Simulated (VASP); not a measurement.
# C (Fd-3m) in VASP: notebook, part 2 of 2

VASP 6.6.1. Earlier steps stand in the parts before.

## (4) G0W0 quasiparticle levels, PBE

POSCAR reads:

```
C
1.0
    0.0000000000      1.7833700000      1.7833700000
    1.7833700000      0.0000000000      1.7833700000
    1.7833700000      1.7833700000      0.0000000000
C
2
Direct
    0.7500000000      0.7500000000      0.7500000000
    0.5000000000      0.5000000000      0.5000000000
```

INCAR.step1 reads:

```
SYSTEM = C
ALGO = Normal ; EDIFF = 1E-8
ENCUT = 450 ; GGA = PE
ISMEAR = 0 ; LASPH = .TRUE.
LCHARG = .FALSE. ; LREAL = .FALSE.
LWAVE = .TRUE. ; NELM = 60
PREC = Accurate ; SIGMA = 0.01
```

INCAR.step2 reads:

```
SYSTEM = C
ALGO = Exact ; EDIFF = 1E-8
ENCUT = 450 ; GGA = PE
ISMEAR = 0 ; ISTART = 1
LASPH = .TRUE. ; LCHARG = .FALSE.
LOPTICS = .TRUE. ; LREAL = .FALSE.
LWAVE = .TRUE. ; NBANDS = 49
NELM = 1 ; PREC = Accurate
SIGMA = 0.01
```

INCAR.step3 reads:

```
SYSTEM = C
ALGO = EVGW0 ; EDIFF = 1E-8
ENCUT = 450 ; ENCUTGW = 200
GGA = PE ; ISMEAR = 0
ISTART = 1 ; LASPH = .TRUE.
LCHARG = .FALSE. ; LREAL = .FALSE.
LWAVE = .FALSE. ; NBANDS = 49
NBANDSGW = 12 ; NELMGW = 1
NOMEGA = 48 ; PREC = Accurate
PRECFOCK = Fast ; SIGMA = 0.01
```

KPOINTS reads:

```
k-points
0
G
  5 5 5
  0 0 0
```

Potentials or basis: VASP PAW PBE potentials, release 64 (C_GW).

On the command line:

```
$ cat potpaw_PBE.64/C_GW/POTCAR > POTCAR
$ cp INCAR.step1 INCAR
$ mpirun -np 1 vasp_std > vasp.out
$ cp INCAR.step2 INCAR
$ mpirun -np 1 vasp_std > vasp.out
$ cp INCAR.step3 INCAR
$ mpirun -np 1 vasp_std > vasp.out
```

OUTCAR:

```text
SYSTEM = C
   EDIFF = 1E-8
   ENCUT = 450
   ENCUTGW = 200
   GGA = PE
   ISMEAR = 0
   ISTART = 1
   LASPH = .TRUE.
   LREAL = .FALSE.
   NELMGW = 1
   PREC = Accurate
   PRECFOCK = Fast

 Found     10 irreducible k-points:

 Following reciprocal coordinates:
            Coordinates               Weight
  0.000000  0.000000  0.000000      1.000000
  0.200000  0.000000  0.000000      8.000000
  0.400000  0.000000  0.000000      8.000000
  0.200000  0.200000  0.000000      6.000000
  0.400000  0.200000  0.000000     24.000000
 -0.400000  0.200000  0.000000     24.000000
   k-points           NKPTS =     10   k-points in BZ     NKDIM =    125   number of bands    NBANDS=     49
   number of dos      NEDOS =    301   number of ions     NIONS =      2
   total plane-waves  NPLWV =   5832
   dimension x,y,z NGX =    18 NGY =   18 NGZ =   18
   dimension x,y,z NGXF=    36 NGYF=   36 NGZF=   36
   ions per type =               2
   NGX,Y,Z   is equivalent  to a cutoff of  11.86, 11.86, 11.86 a.u.
   NGXF,Y,Z  is equivalent  to a cutoff of  23.73, 23.73, 23.73 a.u.
 SYSTEM =  C
   PREC   = accura    normal or accurate (medium, high low for compatibility)
   ISTART =      1    job   : 0-new  1-cont  2-samecut
   ICHARG =      0    charge: 1-file 2-atom 10-const
   ISPIN  =      1    spin polarized calculation?
   LNONCOLLINEAR =      F non collinear calculations
   LSORBIT =      F    spin-orbit coupling
   LASPH  =      T    aspherical Exc in radial PAW
   ENCUT  =  450.0 eV  33.07 Ry    5.75 a.u.   4.36  4.36  4.36*2*pi/ulx,y,z
   NELM   =     60;   NELMIN=  2; NELMDL=  0     # of ELM steps
   EDIFF  = 0.1E-07   stopping-criterion for ELM
   LREAL  =      F    real-space projection
   EDIFFG = 0.1E-06   stopping-criterion for IOM
   NSW    =      0    number of steps for IOM
   IBRION =     -1    ionic relax: 0-MD 1-quasi-New 2-CG
   NFREE  =      0    steps in history (QN), initial steepest desc. (CG)
[... 17 lines left out ...]
  Thomas-Fermi vector in A             =   2.574032
   LORBIT       =      0    0 simple, 1 ext, 2 COOP (PROOUT), +10 PAW based schemes
   GGA     = PE    functional components
   LHFCALC =     T    Hartree Fock is set to
   PRECFOCK=fast      Normal, Fast or Accurate (Low or Medium for compatibility)
   ENCUT4O =  -1.0   cutoff for four orbital integrals eV
   NKREDX  =     1    reduce k-point grid by
   NKREDY  =     1    reduce k-point grid by
   NKREDZ  =     1    reduce k-point grid by
   AEXX    =    1.0000 exact exchange contribution
   HFSCREEN=    0.0000 screening length (either q_TF or 0.3 A-1)
   HFSCREENC=   0.0000 screening length for correlation (either q_TF or 0.3 A-1)
   ENCUTFOCK=  -1.0 apply spherical cutoff to Coloumb kernel
   IVDW    =     0    specifies the selected vdW correction
   LEPSILON=     F    determine dielectric tensor
   LRPA    =     F    only Hartree local field effects (RPA)
   LRPAFORCE           =     F    calculate RPA forces
   ENCUTGW             = 200.0    cutoff for response function in eV
   ENCUTGWSOFT         = 160.0    soft cutoff for Coulomb kernel in GW response function in eV
   ENCUTLF             =  -1.0    cutoff for local field effects
   NELMGW              =     1    number of iterations in solving QP/BSE equation
   NELMHF              =     1    number of iterations in the inner HF iteration
   NKREDLFX            =     1    NKREDLFY  =   1   NKREDLFZ  =   1
 non-spin polarized calculation
 Gauss-broadening in eV      SIGMA  =   0.01
  energy-cutoff  :      450.00
  volume of cell :       11.34
 maximum number of plane-waves:       259
 NGX is ok and might be reduce to    18
  NGX = 12; NGY = 12; NGZ = 12
   NGX =  9   NGY =  9   NGZ =  9
 maximum number of plane-waves:        77

 QP shifts <psi_nk| G(iteration)W_0 |psi_nk>: iteration 1
 for sc-GW calculations column KS-energies equals QP-energies in previous step
 and V_xc(KS)=  KS-energies - (<T + V_ion + V_H > + <T+V_H+V_ion>^1  + <V_x>^1)

 k-point   1 :       0.0000    0.0000    0.0000
  band No.  KS-energies  QP-energies   sigma(KS)   V_xc(KS)     V^pw_x(r,r')   Z            occupation Imag(sigma)

      1     -11.7054     -13.3562     -16.9469     -14.7739     -25.4185       0.7597       2.0000       1.4706
      2       9.7719       9.1870     -17.5068     -16.7975     -19.2942       0.8247       2.0000       0.0746
      3       9.7719       9.1870     -17.5068     -16.7975     -19.2942       0.8247       2.0000       0.0746
      4       9.7719       9.1870     -17.5068     -16.7975     -19.2942       0.8247       2.0000       0.0746
      5      15.3624      16.5206     -14.1073     -15.5195      -9.2409       0.8202       0.0000      -0.1079
      6      15.3624      16.5206     -14.1073     -15.5195      -9.2409       0.8202       0.0000      -0.1079
      7      15.3624      16.5206     -14.1073     -15.5195      -9.2409       0.8202       0.0000      -0.1079
      8      23.0915      24.1281     -15.0368     -16.3828      -7.7610       0.7701       0.0000      -0.2584
      9      29.0649      29.4443     -11.3864     -11.8580      -4.3201       0.8046       0.0000      -0.4007
     10      36.3037      37.4118     -12.5467     -13.8787      -5.8898       0.8319       0.0000      -0.5981
     11      36.3037      37.4118     -12.5467     -13.8787      -5.8898       0.8319       0.0000      -0.5981
     12      37.3064      37.8033     -10.9003     -11.5041      -3.2555       0.8229       0.0000      -0.9988
[... 68 lines left out ...]
      1      -5.3368      -6.7611     -17.4706     -15.5778     -24.2369       0.7525       2.0000       0.6669
      2      -2.4104      -3.6848     -16.5935     -14.9240     -22.0028       0.7633       2.0000       0.3648
      3       3.4028       2.3442     -17.0489     -15.7200     -20.5883       0.7966       2.0000       0.1472
      4       5.9352       5.0702     -17.2312     -16.1658     -20.0873       0.8118       2.0000       0.1091
      5      17.0169      17.9295     -13.1569     -14.2652      -7.8289       0.8234       0.0000      -0.1254
      6      20.6241      22.0176     -14.0100     -15.7534      -7.6697       0.7993       0.0000      -0.1793
      7      21.7915      22.9762     -14.4498     -15.9474      -7.8885       0.7911       0.0000      -0.2016
      8      25.0014      26.3479     -13.9372     -15.6852      -6.3076       0.7703       0.0000      -0.3236
      9      28.4789      29.4079     -12.5788     -13.7434      -5.4933       0.7977       0.0000      -0.3734
     10      33.5675      34.4864     -12.1261     -13.2437      -5.1082       0.8222       0.0000      -0.6142
     11      34.4637      35.6255     -13.4321     -14.9336      -4.6411       0.7737       0.0000      -0.8677
     12      39.6460      40.3330     -11.3798     -12.2195      -3.7403       0.8182       0.0000      -1.0059

 [... further k-points ...]
```

OUTCAR.step1:

```text
SYSTEM = C
   EDIFF = 1E-8
   ENCUT = 450
   GGA = PE
   ISMEAR = 0
   LASPH = .TRUE.
[... 177 lines left out ...]
 -----------------------------------------------------------------------------------
      2.67505      2.67505      2.67505         0.000000      0.000000      0.000000
      1.78337      1.78337      1.78337        -0.000000     -0.000000     -0.000000
 -----------------------------------------------------------------------------------
    total drift:                                0.000000     -0.000000      0.000000

  FREE ENERGIE OF THE ION-ELECTRON SYSTEM (eV)
  ---------------------------------------------------
  free  energy   TOTEN  =       -18.1418439949 eV

  energy  without entropy=      -18.1418439949  energy(sigma->0) =      -18.14184399
```

OUTCAR.step2:

```text
SYSTEM = C
   EDIFF = 1E-8
   ENCUT = 450
   GGA = PE
   ISMEAR = 0
[... 561 lines left out ...]
  --------------------------------------------------------------------------------------------------------------
     0.00000     6.65002     6.65002     6.65002     0.00000     0.00000     0.00000
     1.86695     6.87149     6.87149     6.87149     0.00000     0.00000     0.00000
     3.73390     7.77616     7.77616     7.77616     0.00000     0.00000     0.00000
     5.60085     7.82249     7.82249     7.82249     0.00000     0.00000     0.00000
     7.46779    12.93974    12.93974    12.93974     0.00000     0.00000     0.00000
     9.33474     5.66295     5.66295     5.66295     0.00000     0.00000     0.00000
[... 92 lines left out ...]
   182.96095     0.96940     0.96940     0.96940    -0.00000    -0.00000    -0.00000
   184.82790     0.97005     0.97005     0.97005    -0.00000    -0.00000    -0.00000
```

Run time: 17 s. Hardware: 1 thread of Intel Xeon 6975P-C (Granite Rapids), shared host; peak memory 0.15 GiB.

These settings aren't checked as converged: the numbers below hold their error.

Results:

- Band gap on the k mesh, mean-field level: 4.17 eV, indirect (least direct gap 5.59 eV)
- Quasiparticle gap: 5.43 eV
- Least direct quasiparticle gap: 7.33 eV

Caveat: the k mesh is coarse (spacing up to 0.61 Å⁻¹), so the values aren't converged; the cutoff is under 1.25 times the usual one of these potentials, so pressure, stress and relaxed cells hold a basis-set (Pulay) error; bands, screening cutoff and mesh are small and nothing is extrapolated, so the quasiparticle values aren't converged; an odd mesh through Γ misses points on the zone boundary, where band edges often lie.

## (5) The reference run

An earlier run on the cell as given: functional PBE; potentials or basis VASP PAW PBE potentials, release 64 (C); cutoff 520 eV; k mesh 13 × 13 × 13; occupations fermi-dirac, width 0.05 eV; no spin polarisation.

- Pressure: 2.5 GPa
- Band gap on the k mesh: 4.14 eV, indirect (least direct gap 5.59 eV)

## (6) Overview

| task | level | k mesh | grid for exact exchange (PRECFOCK) | exchange at q = 0 | mesh quality | gap on the mesh (eV) | pressure (GPa) |
| --- | --- | --- | --- | --- | --- | --- | --- |
| band structure | HF | 7 × 7 × 7 | Fast | default | coarse | - | -5.8 |
| band structure | TPSSh | 7 × 7 × 7 | Normal | truncated | coarse | 5.03 | -2.1 |
| single point | PBE | 13 × 13 × 13 | - | - | not flagged | 4.14 | 2.5 |

Alike in all rows: potentials or basis VASP PAW PBE potentials, release 64 (C); no spin polarisation; cell as given; cutoff (eV) 520; smearing fermi-dirac 0.05 eV.

Caveats: some runs use coarse meshes; the PAW data sets were made with another functional, which shifts forces and pressure a little (some runs); an unscreened hybrid on a path of extra k points without a Coulomb cutoff has errors near the mesh points, so the bands along the path aren't reliable (some runs); the mesh misses the band edges, which the band path finds closer together (some runs); an odd mesh through Γ misses points on the zone boundary, where band edges often lie (some runs).

Absolute energies hang on the potentials; compare differences alone.
